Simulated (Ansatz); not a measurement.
## SiC (Moissanite): band structure with LDA

SiC (Moissanite):

```
CELL_PARAMETERS angstrom
3.07600 0.00000 0.00000
-1.53800 2.66389 0.00000
0.00000 0.00000 5.04800
ATOMIC_POSITIONS crystal
Si 0.66667 0.33333 0.50000
Si 0.33333 0.66667 0.00000
C 0.66667 0.33333 0.88500
C 0.33333 0.66667 0.38500
```

| Item | Value |
| --- | --- |
| Program | Ansatz 0.2.0 |
| Task | band structure |
| Functional | LDA |
| Potentials or basis | all-electron LAPW, scalar-relativistic |
| Cutoff | 327 eV (chosen from the basis error) |
| Basis error allowed | 0.002 eV/atom |
| k mesh | 10 × 10 × 5 |
| Occupations | fermi-dirac, width 0.05 eV |
| Spin | no spin polarisation |

```json
{"Pressure": "-4.0 GPa", "Largest force": "0.733 eV/Å", "Band gap on the k mesh": "2.37 eV, indirect (least direct gap 3.98 eV)", "Band gap along the path": "2.21 eV, indirect (least direct gap 3.98 eV)"}
```

Forces in eV/Å, atoms in the order of the input:
```
Si   0.000  0.000  0.733
Si   0.000  0.000  0.733
C    0.000  0.000 -0.733
C    0.000  0.000 -0.733
```

Stress tensor (GPa, compression positive):
```
-2.58  0.00  0.00
 0.00 -2.58  0.00
 0.00  0.00 -6.80
```

Levels at the corners of the path, in eV from the valence-band top:
```csv
point,band 15,band 16,band 17,band 18,band 19,band 20,band 21,band 22
Γ,-1.55,-0.27,-0.27,0.00,4.58,6.03,6.40,6.40
M,-5.44,-3.54,-3.28,-1.49,2.50,4.12,6.66,7.13
K,-6.48,-4.13,-4.05,-4.05,2.21,7.85,8.54,8.54
Γ,-1.55,-0.27,-0.27,0.00,4.58,6.03,6.40,6.40
A,-0.96,-0.96,-0.96,-0.96,5.65,5.65,7.07,7.07
L,-2.69,-2.69,-2.34,-2.34,3.10,3.10,4.89,4.89
H,-5.88,-5.88,-1.75,-1.75,4.76,4.76,5.86,5.86
A,-0.96,-0.96,-0.96,-0.96,5.65,5.65,7.07,7.07
```

It took 14 s on 2 threads of Arm Neoverse V1, with other jobs on the host, peak memory 0.3 GiB.

Caveat: the mesh misses the band edges, which the band path finds closer together. Expect the measured gap to be larger: semilocal functionals such as LDA lack the derivative discontinuity.
